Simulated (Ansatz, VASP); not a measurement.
## One calculation of CdSe, two programs

```xyz
2
Lattice="0.0000 2.5340 2.5340 2.5340 0.0000 2.5340 2.5340 2.5340 0.0000" Properties=species:S:1:pos:R:3 pbc="T T T"
Cd    0.0000    0.0000    0.0000
Se    1.2670    1.2670    1.2670
```

Change from the starting cell: volume scaled by 0.6, PAW files.

Alike in both runs: task single point; functional LDA; k mesh 12 × 12 × 12; occupations fermi-dirac, width 0.05 eV; no spin polarisation.

|  | VASP | Ansatz |
| --- | --- | --- |
| version | VASP 6.6.1 | Ansatz 0.2.0 |
| potentials or method | VASP PAW LDA potentials, release 64 (Cd, Se) | PAW with Ansatz's default frozen-core files, scalar-relativistic |
| plane-wave cutoff (eV) | 520 | 420 |
| valence electrons in the cell | 18 | 36 |

```csv
,VASP,Ansatz,Ansatz less VASP
pressure (GPa),101.5,97.5,-4.02
```

The two sets of potentials don't hold the same shells in valence.

Caveats: the cell as given lies far from equilibrium; so large a pressure means that the cell lies far from this level's equilibrium, or that cutoff or potentials fall short (VASP). A k mesh can miss the band edges.
